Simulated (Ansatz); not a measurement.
Space group Pm-3m (No. 221). a = 4.054 Å, b = 4.054 Å, c = 4.054 Å, α = 90.00°, β = 90.00°, γ = 90.00°
| atom | site | symmetry | x | y | z |
| --- | --- | --- | --- | --- | --- |
| K | 1b | m-3m | 0.5000 | 0.5000 | 0.5000 |
| Mg | 1a | m-3m | 0.0000 | 0.0000 | 0.0000 |
| F | 3d | 4/mm.m | 0.5000 | 0.0000 | 0.0000 |

Equation of state of this KMgF₃ structure (not necessarily the ground state), with shape and atoms relaxed at each volume where symmetry leaves them free. Level of theory: Ansatz, DFT PBE, scalar-relativistic, plane waves, PAW.

Plane waves to 420 eV, a k mesh through Γ of 6×6×6 on the computed 5-atom cell and Gaussian smearing (0.02 eV); no spin polarisation.

```json
{"V (Å³/atom)": "11.728", "E − E(largest V) (meV/atom)": "26.82", "P (GPa)": "11.25", "gap on mesh (eV)": "7.94"}
{"V (Å³/atom)": "12.128", "E − E(largest V) (meV/atom)": "3.30", "P (GPa)": "7.71", "gap on mesh (eV)": "7.67"}
{"V (Å³/atom)": "12.528", "E − E(largest V) (meV/atom)": "-12.02", "P (GPa)": "4.70", "gap on mesh (eV)": "7.42"}
{"V (Å³/atom)": "12.927", "E − E(largest V) (meV/atom)": "-20.57", "P (GPa)": "2.16", "gap on mesh (eV)": "7.18"}
{"V (Å³/atom)": "13.327", "E − E(largest V) (meV/atom)": "-23.25", "P (GPa)": "0.01", "gap on mesh (eV)": "6.96"}
{"V (Å³/atom)": "13.727", "E − E(largest V) (meV/atom)": "-20.84", "P (GPa)": "-1.83", "gap on mesh (eV)": "6.75"}
{"V (Å³/atom)": "14.127", "E − E(largest V) (meV/atom)": "-14.30", "P (GPa)": "-3.39", "gap on mesh (eV)": "6.56"}
{"V (Å³/atom)": "14.660", "E − E(largest V) (meV/atom)": "0.00", "P (GPa)": "-5.11", "gap on mesh (eV)": "6.31"}
```

Task: Fit a third-order Birch–Murnaghan equation to E(V).

Result: V0 = 13.33 Å³/atom, B0 = 66 GPa, B0' = 4.4.

Symmetry holds off the tilts and polar distortions that many cubic perovskites undergo.